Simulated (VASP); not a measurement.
# Si (Pm-3n) in VASP: further runs

Runs on Si. Level: PBEsol. Tasks: single point, relaxation of cell and atoms.

Program: VASP 6.6.1. These are calculated values, not measurements. Logs are shortened: lines on timing, memory, paths and dates and some standing lists are left out, and cuts for length are marked.

## Step 1: The structure

The structure is cubic, space group Pm-3n (No. 223). The conventional cell has a = 4.868 Å, b = 4.868 Å, c = 4.868 Å, α = 90.00°, β = 90.00°, γ = 90.00°. Si (site symmetry m-3) has 12 Si at 2.72 Å as nearest neighbours. Si (site symmetry -4m2) is surrounded by 6 Si at 2.43 to 2.72 Å.

This isn't the form of Si at room conditions, which is diamond.

## Step 2: Single point, PBEsol

INCAR

```
SYSTEM = Si
  PREC = Accurate
  ENCUT = 520
  EDIFF = 1E-6
  ISMEAR = -1
  SIGMA = 0.1
  LREAL = .FALSE.
  LASPH = .TRUE.
  NELM = 80
  ALGO = Fast
  ISIF = 2
  LWAVE = .FALSE.
  LCHARG = .FALSE.
  GGA = PS
  NBANDS = 26
```

KPOINTS

```
regular mesh
0
G
  7 7 7
  0 0 0
```

POSCAR

```
Si
1.0
    4.8677261062      0.0000000000      0.0000000000
    0.0000000000      4.8677261062      0.0000000000
    0.0000000000      0.0000000000      4.8677261062
Si
8
Direct
    0.0000000000      0.0000000000      1.0000000000
    0.5000000000      0.5000000000      0.5000000000
    0.2500000000      1.0000000000      0.5000000000
    0.7500000000      1.0000000000      0.5000000000
    0.5000000000      0.2500000000      1.0000000000
    0.5000000000      0.7500000000      1.0000000000
    1.0000000000      0.5000000000      0.2500000000
    1.0000000000      0.5000000000      0.7500000000
```

Potentials or basis: VASP PAW PBE potentials, release 64 (Si).

The run is started by

```sh
$ cat potpaw_PBE.64/Si/POTCAR > POTCAR
$ mpirun -np 1 vasp_std > vasp.out
```

OUTCAR:

```text
SYSTEM = Si
   PREC = Accurate
   ENCUT = 520
   EDIFF = 1E-6
   ISMEAR = -1
   LREAL = .FALSE.
   LASPH = .TRUE.
   NELM = 80
   ISIF = 2
   GGA = PS

 ion  position               nearest neighbor table
   1  0.000  0.000  0.000-   3 2.72   4 2.72   5 2.72   6 2.72   7 2.72   8 2.72   3 2.72   4 2.72
                             7 2.72   8 2.72   5 2.72   6 2.72
   2  0.500  0.500  0.500-   3 2.72   4 2.72   5 2.72   6 2.72   7 2.72   8 2.72   5 2.72   6 2.72
                             3 2.72   4 2.72   7 2.72   8 2.72
   3  0.250  0.000  0.500-   4 2.43   4 2.43   1 2.72   1 2.72   2 2.72   2 2.72   8 2.98   5 2.98
                             5 2.98   6 2.98   6 2.98   7 2.98   8 2.98   7 2.98
   4  0.750  0.000  0.500-   3 2.43   3 2.43   1 2.72   1 2.72   2 2.72   2 2.72   8 2.98   5 2.98
                             5 2.98   6 2.98   6 2.98   7 2.98   8 2.98   7 2.98
   5  0.500  0.250  0.000-   6 2.43   6 2.43   1 2.72   2 2.72   2 2.72   1 2.72   8 2.98   4 2.98
                             3 2.98   4 2.98   3 2.98   7 2.98   7 2.98   8 2.98
   6  0.500  0.750  0.000-   5 2.43   5 2.43   1 2.72   2 2.72   2 2.72   1 2.72   8 2.98   4 2.98
                             3 2.98   4 2.98   3 2.98   7 2.98   7 2.98   8 2.98
   7  0.000  0.500  0.250-   8 2.43   8 2.43   1 2.72   2 2.72   1 2.72   2 2.72   3 2.98   4 2.98
                             5 2.98   3 2.98   4 2.98   6 2.98   5 2.98   6 2.98
   8  0.000  0.500  0.750-   7 2.43   7 2.43   1 2.72   2 2.72   1 2.72   2 2.72   3 2.98   4 2.98
                             5 2.98   3 2.98   4 2.98   6 2.98   5 2.98   6 2.98

  LATTYP: Found a simple cubic cell.
 ALAT       =     4.8677261062

  Lattice vectors:

 A1 = (   4.8677261062,   0.0000000000,   0.0000000000)
 A2 = (   0.0000000000,   4.8677261062,   0.0000000000)
 A3 = (   0.0000000000,   0.0000000000,   4.8677261062)

Analysis of symmetry for initial positions (statically):
=====================================================================
 Subroutine PRICEL returns:
 Original cell was already a primitive cell.

 Routine SETGRP: Setting up the symmetry group for a
 simple cubic supercell.

 Subroutine GETGRP returns: Found 48 space group operations
 (whereof 24 operations were pure point group operations)
 out of a pool of 48 trial point group operations.

The static configuration has the point symmetry T_h .
 The point group associated with its full space group is O_h .

Analysis of symmetry for dynamics (positions and initial velocities):
=====================================================================
 Subroutine PRICEL returns:
 Original cell was already a primitive cell.

 Routine SETGRP: Setting up the symmetry group for a
 simple cubic supercell.

 Subroutine GETGRP returns: Found 48 space group operations
 (whereof 24 operations were pure point group operations)
 out of a pool of 48 trial point group operations.

The dynamic configuration has the point symmetry T_h .
 The point group associated with its full space group is O_h .

 Subroutine INISYM returns: Found 48 space group operations
 (whereof 24 operations are pure point group operations),
 and found     1 'primitive' translations

----------------------------------------------------------------------------------------

                                     Primitive cell

  volume of cell :     115.3396

  direct lattice vectors                    reciprocal lattice vectors
     4.867726106  0.000000000  0.000000000     0.205434730  0.000000000  0.000000000
     0.000000000  4.867726106  0.000000000     0.000000000  0.205434730  0.000000000
     0.000000000  0.000000000  4.867726106     0.000000000  0.000000000  0.205434730

  length of vectors
     4.867726106  4.867726106  4.867726106     0.205434730  0.205434730  0.205434730

  position of ions in fractional coordinates (direct lattice)
     0.000000000  0.000000000  0.000000000
     0.500000000  0.500000000  0.500000000
     0.250000000  0.000000000  0.500000000
     0.750000000  0.000000000  0.500000000
     0.500000000  0.250000000  0.000000000
     0.500000000  0.750000000  0.000000000
     0.000000000  0.500000000  0.250000000
     0.000000000  0.500000000  0.750000000

  ion indices of the primitive-cell ions
   primitive index   ion index
                 1           1
                 2           2
                 3           3
                 4           4
                 5           5
                 6           6
                 7           7
                 8           8

----------------------------------------------------------------------------------------

 KPOINTS: regular mesh

Automatic generation of k-mesh.
 Grid dimensions read from file:
 generate k-points for:    7    7    7

 Generating k-lattice:

  Cartesian coordinates                     Fractional coordinates (reciprocal lattice)
     0.029347819  0.000000000  0.000000000     0.142857143  0.000000000  0.000000000
     0.000000000  0.029347819  0.000000000     0.000000000  0.142857143  0.000000000
     0.000000000  0.000000000  0.029347819     0.000000000  0.000000000  0.142857143

  Length of vectors
     0.029347819  0.029347819  0.029347819

  Shift w.r.t. Gamma in fractional coordinates (k-lattice)
     0.000000000  0.000000000  0.000000000

 Subroutine IBZKPT returns following result:
 ===========================================

 Found     20 irreducible k-points:

 Following reciprocal coordinates:
            Coordinates               Weight
  0.000000  0.000000  0.000000      1.000000
  0.142857  0.000000  0.000000      6.000000
  0.285714  0.000000  0.000000      6.000000
  0.428571  0.000000  0.000000      6.000000
  0.142857  0.142857  0.000000     12.000000
  0.285714  0.142857  0.000000     24.000000
[... 12 lines left out ...]
  0.428571  0.428571  0.285714     24.000000
  0.428571  0.428571  0.428571      8.000000
   k-points           NKPTS =     20   k-points in BZ     NKDIM =     20   number of bands    NBANDS=     26
   number of dos      NEDOS =    301   number of ions     NIONS =      8
   total plane-waves  NPLWV =  46656
   dimension x,y,z NGX =    36 NGY =   36 NGZ =   36
   dimension x,y,z NGXF=    72 NGYF=   72 NGZF=   72
   ions per type =               8
   NGX,Y,Z   is equivalent  to a cutoff of  12.29, 12.29, 12.29 a.u.
   NGXF,Y,Z  is equivalent  to a cutoff of  24.59, 24.59, 24.59 a.u.
 SYSTEM =  Si
   PREC   = accura    normal or accurate (medium, high low for compatibility)
   ISTART =      0    job   : 0-new  1-cont  2-samecut
   ICHARG =      2    charge: 1-file 2-atom 10-const
   ISPIN  =      1    spin polarized calculation?
   LNONCOLLINEAR =      F non collinear calculations
   LSORBIT =      F    spin-orbit coupling
   LASPH  =      T    aspherical Exc in radial PAW
   ENCUT  =  520.0 eV  38.22 Ry    6.18 a.u.   9.05  9.05  9.05*2*pi/ulx,y,z
   NELM   =     80;   NELMIN=  2; NELMDL= -5     # of ELM steps
   EDIFF  = 0.1E-05   stopping-criterion for ELM
   LREAL  =      F    real-space projection
   EDIFFG = 0.1E-04   stopping-criterion for IOM
   NSW    =      0    number of steps for IOM
   IBRION =     -1    ionic relax: 0-MD 1-quasi-New 2-CG
   NFREE  =      0    steps in history (QN), initial steepest desc. (CG)
   ISIF   =      2    stress and relaxation
   ISYM   =      2    0-nonsym 1-usesym 2-fastsym
   POTIM  = 0.5000    time-step for ionic-motion
   TEBEG  =    0.0;   TEEND  =   0.0 temperature during run
   PSTRESS=    0.0 pullay stress
   NELECT =      32.0000    total number of electrons
   NUPDOWN=      -1.0000    fix difference up-down
   EMIN   =  10.00;   EMAX   =-10.00  energy-range for DOS
   EFERMI =   0.00;   METHOD = LEGACY
   ISMEAR =    -1;   SIGMA  =   0.10  broadening in eV -4-tet -1-fermi 0-gaus
   EFERMI_NEDOS =   21; number of points for ismear=-14 and -15
   IALGO  =     68    algorithm
   IMIX   =      4    mixing-type and parameters
     AMIX     =   0.40;   BMIX     =  1.00
     AMIX_MAG =   1.60;   BMIX_MAG =  1.00
  volume/ion in A,a.u.               =      14.42        97.29
  Fermi-wavevector in a.u.,A,eV,Ry     =   1.067740  2.017735 15.511565  1.140068
  Thomas-Fermi vector in A             =   2.203366
   LORBIT       =      0    0 simple, 1 ext, 2 COOP (PROOUT), +10 PAW based schemes
   GGA     = PS    functional components
   LHFCALC =     F    Hartree Fock is set to
   AEXX    =    0.0000 exact exchange contribution
   IVDW    =     0    specifies the selected vdW correction
   LEPSILON=     F    determine dielectric tensor
   LRPA    =     F    only Hartree local field effects (RPA)
 non-spin polarized calculation
 RMM-DIIS sequential band-by-band and
  energy-cutoff  :      520.00
  volume of cell :      115.34
 maximum number of plane-waves:      3122
   NGX = 19   NGY = 19   NGZ = 19

 number of electron      32.0000008 magnetization

 Free energy of the ion-electron system (eV)
  ---------------------------------------------------
  ext. energy  EPLUGINS =         0.00000000
  ---------------------------------------------------
  free energy    TOTEN  =       -42.28334160 eV

  energy without entropy =      -42.18519495  energy(sigma->0) =      -42.23426827

 E-fermi :  10.1911     XC(G=0): -11.2523

 val. band max:       10.1399511446   @ k =   0.4286   0.4286   0.2857
 cond. band min:      10.1915814837   @ k =   0.1429   0.1429   0.0000
 fundamental gap:      0.0516303391
 Fermi energy:        10.1911446589

 k-point     1 :       0.0000    0.0000    0.0000
  band No.  band energies     occupation
      1      -4.3432      2.00000
      2       1.1911      2.00000
      3       1.1911      2.00000
      4       1.2408      2.00000
      5       2.2249      2.00000
      6       2.2249      2.00000
[... 18 lines left out ...]
     25      13.4474      0.00000
     26      13.4474      0.00000
[... 528 lines left out ...]
      4      -0.1250      2.00000
      5       0.6869      2.00000
      6       0.6869      2.00000
[... 18 lines left out ...]
     25      12.8449      0.00000
     26      13.1455      0.00000

------------------------ aborting loop because EDIFF is reached ----------------------------------------

  FORCE on cell =-STRESS in cart. coord.  units (eV):
  Direction    XX          YY          ZZ          XY          YZ          ZX
  --------------------------------------------------------------------------------------
  -------------------------------------------------------------------------------------
  Total        0.2242869      0.2242869      0.2242869      0.0000000     -0.0000000      0.0000000
  in kB        3.1155601      3.1155601      3.1155601      0.0000000     -0.0000000      0.0000000
  external PRESSURE =       3.1155601 kB  Pullay stress =       0.0000000 kB

 VOLUME and BASIS-vectors are now :
 -----------------------------------------------------------------------------
  energy-cutoff  :      520.00
  volume of cell :      115.34
      direct lattice vectors                 reciprocal lattice vectors
     4.867726106  0.000000000  0.000000000     0.205434730  0.000000000  0.000000000
     0.000000000  4.867726106  0.000000000     0.000000000  0.205434730  0.000000000
     0.000000000  0.000000000  4.867726106     0.000000000  0.000000000  0.205434730

 POSITION                                       TOTAL-FORCE (eV/Angst)
 -----------------------------------------------------------------------------------
      0.00000      0.00000      0.00000        -0.000000     -0.000000     -0.000000
      2.43386      2.43386      2.43386        -0.000000     -0.000000     -0.000000
      1.21693      0.00000      2.43386        -0.000000     -0.000000     -0.000000
      3.65079      0.00000      2.43386         0.000000      0.000000      0.000000
      2.43386      1.21693      0.00000         0.000000     -0.000000      0.000000
      2.43386      3.65079      0.00000        -0.000000      0.000000      0.000000
      0.00000      2.43386      1.21693         0.000000      0.000000     -0.000000
      0.00000      2.43386      3.65079        -0.000000     -0.000000      0.000000
 -----------------------------------------------------------------------------------
    total drift:                               -0.000000     -0.000000     -0.000000

  FREE ENERGIE OF THE ION-ELECTRON SYSTEM (eV)
  ---------------------------------------------------
  free  energy   TOTEN  =       -42.2833415970 eV

  energy  without entropy=      -42.1851949518  energy(sigma->0) =      -42.23426827
```

Run time: 29 s. Hardware: 1 thread of Intel Xeon Platinum 8488C (Sapphire Rapids), shared host; peak memory 0.21 GiB.

What came out:

```
Free energy            : -42.2833 eV
Pressure               : 0.3 GPa
Band gap on the k mesh : none (metal or under the smearing width)
```

Levels at points of the mesh, in eV from the Fermi level:
```tsv
k point	band 14	band 15	band 16	band 17	band 18	band 19
(0.00, 0.00, 0.00)	-2.12	-2.12	-2.12	-1.61	-1.61	-1.61
```

Caveat: the PAW data sets were made with another functional, which shifts forces and pressure a little.

[end of part 1 of 2]
